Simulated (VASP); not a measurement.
La: single point with LDA

La:

```
La
1.0
     3.75000    0.00000    0.00000
    -1.87500    3.24760    0.00000
     0.00000    0.00000    6.07000
La
2
Direct
  0.66667 0.33333 0.75000
  0.33333 0.66667 0.25000
```

This isn't the form of La at room conditions, which is double hcp.

```
Program                : VASP 6.6.1
Task                   : single point
Functional             : LDA
Potentials or basis    : VASP PAW LDA potentials, release 64 (La)
Cutoff                 : 900 eV
k mesh                 : 20 × 20 × 11
Occupations            : fermi-dirac, width 0.1 eV
Spin                   : no spin polarisation
Further INCAR settings : ADDGRID = False; ALGO = Normal; EDIFF = 1e-08
```

| Item | Value |
| --- | --- |
| Pressure | -2.9 GPa |
| Band gap on the k mesh | none (metal or under the smearing width) |

Levels at points of the mesh, in eV from the Fermi level:
| k point | band 7 | band 8 | band 9 | band 10 | band 11 | band 12 | band 13 | band 14 | band 15 |
| --- | --- | --- | --- | --- | --- | --- | --- | --- | --- |
| (0.00, 0.00, 0.00) | -15.71 | -15.68 | -3.18 | -1.76 | 1.02 | 1.31 | 1.31 | 1.39 | 1.47 |
| (0.50, 0.00, 0.00) | -16.04 | -15.88 | -1.59 | -1.16 | -1.12 | 1.19 | 1.23 | 1.27 | 1.34 |

Wall time 7.9 min on 1 thread of AMD EPYC 9R45 96-Core Processor (Zen 5), on a shared host, peak memory 0.79 GiB.

Spin-orbit coupling is left out, which matters for the levels of La.
